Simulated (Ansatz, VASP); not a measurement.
Given: the input of a run of Ansatz 0.2.0 on BAs.

The input input.yaml:

```yaml
crystal:
  lattice:
    - [0.0, 2.3562190158, 2.3562190158]
    - [2.3562190158, 0.0, 2.3562190158]
    - [2.3562190158, 2.3562190158, 0.0]
  atoms:
    - { symbol: As, position: [0.75, 0.75, 0.75] }
    - { symbol: B, position: [0.0, 0.0, 0.0] }
hamiltonian:
  xc: r2scanh
  pseudopotentials: { kind: paw }
kpoints:
  mp_grid: { grid: [5, 5, 5] }
scf:
  occupations: { method: fermi_dirac, width: 0.05 }
output:
  forces: true
  stress: true
  eigenvalues: true
```

Potentials or basis: Ansatz PAW.

Run with:

```console
$ ansatz run input.yaml --threads 2 --pin off --max-ram 5632MiB --backend cpu --events-out ev --progress --plain --runs-dir out
```

**Question.** Set up the same calculation for VASP 6.6.1. Potentials there: VASP PAW PBE potentials, release 64 (As, B).

**Answer.** As run (the cutoff follows the program's own potentials):

POSCAR

```
BAs
1.0
    0.0000000000      2.3562190158      2.3562190158
    2.3562190158      0.0000000000      2.3562190158
    2.3562190158      2.3562190158      0.0000000000
As B
1 1
Direct
    0.7500000000      0.7500000000      0.7500000000
    0.0000000000      0.0000000000      0.0000000000
```

The input INCAR.step1:

```
PREC = Accurate
ENCUT = 520
EDIFF = 1E-5
ISMEAR = -1
SIGMA = 0.05
LREAL = False
LASPH = True
NELM = 100
ALGO = Normal
ISIF = 2
LWAVE = True
LCHARG = False
GGA = PE
NBANDS = 11
```

File INCAR.step2:

```
PREC = Accurate
ENCUT = 520
EDIFF = 1E-6
ISMEAR = -1
SIGMA = 0.05
LREAL = False
LASPH = True
NELM = 100
ALGO = Normal
ISIF = 2
LWAVE = False
LCHARG = False
METAGGA = R2SCAN
LHFCALC = True
AEXX = 0.1
LMIXTAU = True
PRECFOCK = Normal
HFRCUT = -1
ISTART = 1
NBANDS = 11
```

The input KPOINTS:

```
Automatic mesh
0
Gamma
  5 5 5
```

Potentials or basis: VASP PAW PBE potentials, release 64 (As, B).

Run with:

```sh
$ cat potpaw_PBE.64/As/POTCAR potpaw_PBE.64/B/POTCAR > POTCAR
$ cp INCAR.step1 INCAR
$ mpirun -np 1 vasp_std > vasp.out
$ cp INCAR.step2 INCAR
$ mpirun -np 1 vasp_std > vasp.out
```

Both were run:

|  | VASP | Ansatz | Ansatz less VASP |
| --- | --- | --- | --- |
| gap on the k mesh at the Fermi level (eV) | 1.82 | 1.82 | -0.008 |
| least direct gap on the mesh (eV) | 4.05 | 4.05 | -0.004 |
| pressure (GPa) | 6.4 | 6.3 | -0.08 |

The functional is the same, so the differences come from potentials, cutoffs and numerics. The two sets of potentials don't hold the same shells in valence.

Caveats: the k mesh is coarse (spacing up to 0.46 Å⁻¹), so the values aren't converged, least of all with exact exchange; the PAW data sets were made with another functional, which shifts forces and pressure a little (VASP); an odd mesh through Γ misses points on the zone boundary, where band edges often lie (VASP); odd divisions of the mesh miss points on the zone boundary, where band edges often lie, so the gap on the mesh can be too wide (Ansatz); the PAW data sets come from PBE, with cores solved anew for the run's functional, which leaves a small shift of forces and pressure (Ansatz); the thresholds are loose for stress (Ansatz).
